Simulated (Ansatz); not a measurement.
# An added N started as a split pair with a N atom in zincblende BN, 65 atoms, charge 0

All numbers come from Ansatz (PAW, plane waves, no spin–orbit coupling) at the single k point (¼, ¼, ¼) without its symmetry partners. The atoms were relaxed with PBEsol in a fixed cell; other functionals are single points on those atoms unless said otherwise. The valence top and gap of the host come from its small cell on a dense mesh, with the band extrema sought between the mesh points, lined up by the mean potential, PBEsol gap 4.30 eV, HSE06 gap 5.80 eV.

Cell: a = 7.212 Å, b = 7.212 Å, c = 7.212 Å, α = 90.00°, β = 90.00°, γ = 90.00°.

Nearest atoms after relaxation, from the placed atom (for vacancies from the middle of the vacant sites): N at 1.27 Å, B at 1.43 Å, B at 1.43 Å, B at 2.20 Å, B at 2.22 Å, N at 2.23 Å, N at 2.23 Å, N at 2.27 Å.

Chemical potentials μ are those of reference phases of the elements at zero temperature by the same functional (the usual solids, diamond for C, grey Sn, and the molecules H2, N2, O2, F2, Cl2, Br2 and S8).

| functional | E(defect) − E(host) − Σ nμ + q·E_VBM (eV) | monopole (eV) | alignment (eV) | formation energy at E_F = VBM (eV) | moment (μB) | wall time, shared host |
| --- | --- | --- | --- | --- | --- | --- |
| PBEsol | 8.83 | 0.00 | 0.00 | 8.83 | 1.0 | 6.5 s on NVIDIA GB200 (relaxation) |
| HSE06 | 9.34 | 0.00 | 0.00 | 9.34 | 1.0 | 9.4 s on NVIDIA GB200 |

HSE06 one-electron levels near the gap (the ten most localised at most), from the host's valence top:

```csv
level (eV),spin,filling,atoms sharing it,element of the atom with most weight
-0.29,down,1.00,48.3,spread
0.94,up,1.00,5.7,N
1.13,up,1.00,5.6,N
1.77,down,1.00,5.0,N
3.84,down,0.00,4.8,N
```

All elements are taken at their own reference at once; growth conditions in equilibrium with the host shift these energies, by up to the host's formation enthalpy.

One k point and a cell of this size can leave errors of several tenths of an eV in such numbers.
